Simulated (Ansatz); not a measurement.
input.yaml (Ansatz)

```yaml
crystal:
  lattice:
    - [5.7320162706, 0.0, 0.0]
    - [0.0, 5.7320162706, 0.0]
    - [0.0, 0.0, 5.7320162706]
  atoms:
    - { symbol: Zr, position: [1.0, 1.0, 1.0] }
    - { symbol: Zr, position: [0.5, 0.5, 0.5] }
    - { symbol: Zr, position: [0.25, 0.0, 0.5] }
    - { symbol: Zr, position: [0.75, 0.0, 0.5] }
    - { symbol: Zr, position: [0.5, 0.25, 1.0] }
    - { symbol: Zr, position: [0.5, 0.75, 1.0] }
    - { symbol: Zr, position: [1.0, 0.5, 0.25] }
    - { symbol: Zr, position: [1.0, 0.5, 0.75] }
hamiltonian:
  xc: revpbe
  pseudopotentials:
    kind: paw
    azcp:
      Zr: "pseudopotentials/Zr.paw.azcp"
basis:
  ecutwfc: 420
  fft_grid_basis: typed
kpoints:
  mp_grid: { grid: [6, 6, 6], shift: [0, 0, 0] }
magnetization:
  spin_polarized: false
scf:
  occupations: { method: fermi_dirac, width: 0.1 }
output:
  write_density: true
  write_potential: true
  elf: true
  volumetric_format: npy
```

Output

```
Engine: ansatz 0.2.0, aarch64-unknown-linux-gnu
Pseudopotentials: kind: paw
Pseudopotential: Zr, paw, valence charge 12, recommended cutoff 420 eV (normal) 
Functional definition: revPBE
  parameter kappa = 1.245
  parameter beta = 0.06672455060314922
  exchange = pbe_x(kappa = kappa, mu = beta*pi^2/3)
  correlation = pbe_c(beta = beta)
Crystal: 8 atoms, lattice volume = 188.331 Å³
Basis set: ecut = 420 eV, 3743 PW (Γ)
Bands: 58, of which v1, the nominal top of the filled ones, is band 48 counted from 1 (47 counted from 0)
Symmetry: 48 space group operations
Space group: Pm-3n (ITA 223), of the structure as read, at distance tolerance 5.7e-5 Å
k-points: 20 of 216
Non-local potential: Zr, projectors of the file, l = 0: 3, l = 1: 2, l = 2: 2, l = 3: 2
PAW form: soft (Blöchl's): semilocal exchange-correlation on the pseudo side does not see the compensation charge
PAW frozen core: Zr, regenerated for the run's functional, and the local potential with it (the file was generated under x = pbe(κ = 0.804, μ = 0.2195149727645171), c = pbe(β = 0.06672455060314922))
PAW one-centre angular grid: Zr, 590 points (default); XC on 64 Gauss nodes
Initial density: superposition of atomic densities (neutral atoms: chi_scale 0, normalization atom), corrected by the library's trained network
Initial wavefunctions: pseudopotential atomic-orbital guess
Functional: x = revpbe(κ = 1.245, μ = 0.2195149727645171), c = pbe(β = 0.06672455060314922)
SCF iter   1: F=—  HF=-33508.719977 eV  |F-HF|=—  |Δ(HF+E_count)|=         —  Δρ=4.50e-3  dr2=5.94e-2  ethr=1.77e-3  ⟨swp⟩=5.3  Hψ=4480  notcnv=0
SCF iter   2: F=—  HF=-33508.712545 eV  |F-HF|=—  |Δ(HF+E_count)|=   7.43e-3  Δρ=2.22e-3  dr2=1.00e-2  ethr=6.19e-5  ⟨swp⟩=2.0  Hψ=1516  notcnv=0
SCF iter   3: F=—  HF=-33508.710953 eV  |F-HF|=—  |Δ(HF+E_count)|=   1.59e-3  Δρ=9.04e-4  dr2=2.13e-3  ethr=1.04e-5  ⟨swp⟩=2.0  Hψ=1444  notcnv=0
SCF iter   4: F=—  HF=-33508.710678 eV  |F-HF|=—  |Δ(HF+E_count)|=   2.76e-4  Δρ=2.07e-4  dr2=7.00e-5  ethr=2.22e-6  ⟨swp⟩=2.0  Hψ=1480  notcnv=0
SCF iter   5: F=—  HF=-33508.710675 eV  |F-HF|=—  |Δ(HF+E_count)|=   2.49e-6  Δρ=4.19e-5  dr2=1.59e-6  ethr=7.30e-8  ⟨swp⟩=2.5  Hψ=1980  notcnv=0
SCF iter   6: F=—  HF=-33508.710675 eV  |F-HF|=—  |Δ(HF+E_count)|=   4.09e-7  Δρ=7.09e-6  dr2=1.09e-7  ethr=1.66e-9  ⟨swp⟩=2.0  Hψ=1544  notcnv=0
SCF iter   7: F=-33508.710675 eV  HF=-33508.710675 eV  |F-HF|=4.58e-10  |Δ(HF+E_count)|=   5.62e-9  Δρ=1.29e-6  dr2=2.10e-9  ethr=1.04e-10  ⟨swp⟩=2.8  Hψ=2385  notcnv=0
SCF 1 converged in 7 iterations: F = -33508.710675 eV  dr2 = 2.10e-9
SCF converged after 7 iterations
Free energy (F): -33508.710675 eV
Harris-Foulkes:  -33508.710675 eV  (|F-HF|=4.58e-10)
Internal energy: -33508.181157 eV  (E = F + TS)
E sigma→0 (E₀):  -33508.445916 eV
Entropy (-TS):   -0.529519 eV (-66.190 meV/atom)
Fermi energy:    13.502704 eV
--- Per-component energies (eV) ---
  E_band       = -783.373761
  E_kinetic    = 2662.170311
  E_local      = -5096.096911  (includes V_loc(G=0)·N_el)
  E_nonlocal   = 642.436204
  E_hartree    = 1586.603676
  E_xc         = -1292.330126
  E_vxc        = -1524.070629  (∫ρ·V_xc dr)
  E_paw        = -23670.834056  (= ΣΔE_a)
  E_vpaw       = -641.021583  (= ΣTr[D̂ρ^β])
  E_aug_tail   = 0.000199  (compensation charges beyond the density's cutoff)
  E_ewald      = -8339.683404
  E_core_change = -0.447050  (= ΣΔE_core)
  E_smearing   = -0.529519  (= −TS)
  E_closure    = -0.000000  (closes the sum)
  Σ components = -33508.710675   (vs F -33508.710675, Δ=0.00e0)
--- Band table (eV; the first three rows and the last of 20) ---
  k-point 0: bands = ["-34.9208", "-34.8143", "-34.8143", "-34.8141", "-34.7525", "-34.6655", "-34.6655", "-34.6655", "-13.5448", "-13.5448", "-13.4307", "-13.2747", "-13.2747", "-13.2747", "-13.0684", "-13.0684", "-13.0684", "-12.7589", "-12.7589", "-12.7589", "-12.6773", "-12.6773", "-12.6773", "-12.6289", "-12.6289", "-12.6289", "-12.5724", "-12.5724", "-12.5724", "-12.1975", "-12.1975", "-12.1975", "8.2845", "11.0603", "11.0603", "11.6301", "12.0155", "12.0155", "12.0155", "12.5462", "12.5462", "12.5462", "12.7058", "13.0688", "13.0688", "13.0688", "13.2637", "13.3166", "13.3166", "13.3166", "13.5700", "13.5700", "14.3407", "14.3407", "14.8338", "14.8338", "14.8338", "16.5289"]
  k-point 1: bands = ["-34.9130", "-34.8209", "-34.8109", "-34.8073", "-34.7546", "-34.6754", "-34.6655", "-34.6655", "-13.5534", "-13.5130", "-13.3989", "-13.2689", "-13.2689", "-13.2262", "-13.0872", "-13.0872", "-13.0255", "-12.7534", "-12.7494", "-12.7494", "-12.7041", "-12.7041", "-12.6829", "-12.6488", "-12.6225", "-12.5994", "-12.5994", "-12.5695", "-12.5695", "-12.2911", "-12.1987", "-12.1987", "8.4690", "10.9339", "11.2285", "11.2940", "11.9636", "11.9636", "12.4472", "12.4838", "12.4838", "12.5088", "12.5718", "12.9265", "13.0344", "13.1140", "13.1140", "13.1558", "13.4547", "13.4547", "13.8302", "13.8840", "14.3492", "14.3916", "14.7891", "14.7891", "15.0650", "15.7826"]
  k-point 2: bands = ["-34.8923", "-34.8393", "-34.8023", "-34.7927", "-34.7550", "-34.7017", "-34.6655", "-34.6655", "-13.5618", "-13.5231", "-13.2579", "-13.2579", "-13.2059", "-13.1171", "-13.1171", "-13.0924", "-12.9248", "-12.7764", "-12.7764", "-12.7581", "-12.7386", "-12.7083", "-12.6979", "-12.6907", "-12.6907", "-12.5713", "-12.5713", "-12.5610", "-12.5610", "-12.5392", "-12.2011", "-12.2011", "8.9857", "10.5048", "10.9979", "11.3768", "11.8639", "11.8639", "12.3085", "12.3538", "12.3538", "12.6480", "12.6486", "12.9538", "13.0646", "13.2531", "13.2531", "13.3076", "13.7927", "13.8120", "13.8120", "14.0160", "14.3727", "14.6411", "14.6411", "14.6697", "15.2652", "15.6016"]
  k-point 19: bands = ["-34.8144", "-34.8144", "-34.7484", "-34.7484", "-34.7484", "-34.7484", "-34.7484", "-34.7484", "-13.1341", "-13.1341", "-13.1341", "-13.1341", "-13.1341", "-13.1341", "-12.9625", "-12.9625", "-12.7665", "-12.7665", "-12.7665", "-12.7665", "-12.7665", "-12.7665", "-12.7224", "-12.7224", "-12.7224", "-12.7224", "-12.6701", "-12.6701", "-12.6701", "-12.6701", "-12.6701", "-12.6701", "11.3134", "11.3134", "11.3134", "11.3134", "11.3134", "11.3134", "11.6562", "11.6562", "12.7694", "12.7694", "12.7694", "12.7694", "13.4754", "13.4754", "13.4754", "13.4754", "13.4754", "13.4754", "14.1722", "14.1722", "14.1722", "14.1722", "14.1722", "14.1722", "16.4015", "16.4015"]
```

Launched by

```sh
ansatz run input.yaml --threads 4 --pin off --max-ram 8192MiB --backend cpu --events-out ev --progress --plain --runs-dir out
```

On 4 threads of Arm Neoverse V2 (shared host) this took about 3.2 s of wall time and 12 s of CPU time, with 0.64 GiB at the peak.
